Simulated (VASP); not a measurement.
# Te: relaxation of cell and atoms with PBE+D2

The system is Te.

```xyz
1
Lattice="2.3059 1.3313 1.6910 -2.3059 1.3313 1.6910 0.0000 -2.6626 1.6910" Properties=species:S:1:pos:R:3 pbc="T T T"
Te    0.0000    0.0000    2.5364
```

This isn't the form of Te at room conditions, which is trigonal, of chains.

```yaml
Program: VASP 6.6.1
Task: relaxation of cell and atoms
Functional: PBE
Dispersion: D2
Potentials_or_basis: VASP PAW PBE potentials, release 64 (Te)
Cutoff: 600 eV
k_mesh: 9 × 9 × 9
Occupations: fermi-dirac, width 0.05 eV
Spin: no spin polarisation
Further_INCAR_settings: ALGO = Normal; EDIFF = 1e-06; IBRION = 2; EDIFFG = -0.01; NSW = 40; ISIF = 3
```

```yaml
Relaxed_volume: 31.14 Å³/atom
Relaxed_cell: a = 3.159 Å, b = 3.159 Å, c = 3.159 Å, α = 95.04°, β = 95.04°, γ = 95.04°
Space_group_after_relaxing_to_0.05_Å: R-3m (No. 166)
Energy_gained_by_relaxing: 0.7 meV/atom
Ionic_steps: 8
Pressure_after_relaxing: 0.0 GPa
Band_gap_on_the_k_mesh: none (metal or under the smearing width)
Dispersion_energy_per_atom: -0.329 eV
```

Step by step:
| step | energy change (eV) | largest force (eV/Å) | pressure (GPa) | volume (Å³) |
| --- | --- | --- | --- | --- |
| 1 | 0.0000 | 0.0000 | 0.23 | 31.15 |
| 2 | -0.0001 | 0.0000 | -0.14 | 31.35 |
| 3 | -0.0001 | 0.0000 | -0.04 | 31.29 |
| 4 | -0.0002 | 0.0000 | -0.04 | 31.28 |
| 5 | -0.0004 | 0.0000 | -0.04 | 31.25 |
| 6 | -0.0006 | 0.0000 | -0.03 | 31.19 |
| 7 | -0.0006 | 0.0000 | -0.03 | 31.05 |
| 8 | -0.0007 | 0.0000 | -0.04 | 31.14 |

Final structure:
```yaml
crystal:
  lattice:
    - [2.32989, 1.34516, 1.65598]
    - [-2.32989, 1.34516, 1.65598]
    - [0.00000, -2.69032, 1.65598]
  atoms:
    - { symbol: Te, position: [0.50000, 0.50000, 0.50000] }
```

Levels at points of the mesh, in eV from the Fermi level:
```csv
k point,band 1,band 2,band 3,band 4,band 5,band 6
"(0.00, 0.00, 0.00)",-13.94,0.93,1.54,1.54,6.14,6.14
```

Run time: 69 s on 1 thread of Intel(R) Xeon(R) Platinum 8375C CPU @ 2.90GHz (Ice Lake), with other jobs on the host, peak memory 0.17 GiB.

Caveat: atom-pairwise D2, TS and ULG terms overbind metals; pairwise dispersion overbinds metals, which lowers pressure and volume. The run has no spin-orbit coupling, so splittings on Te are missing.
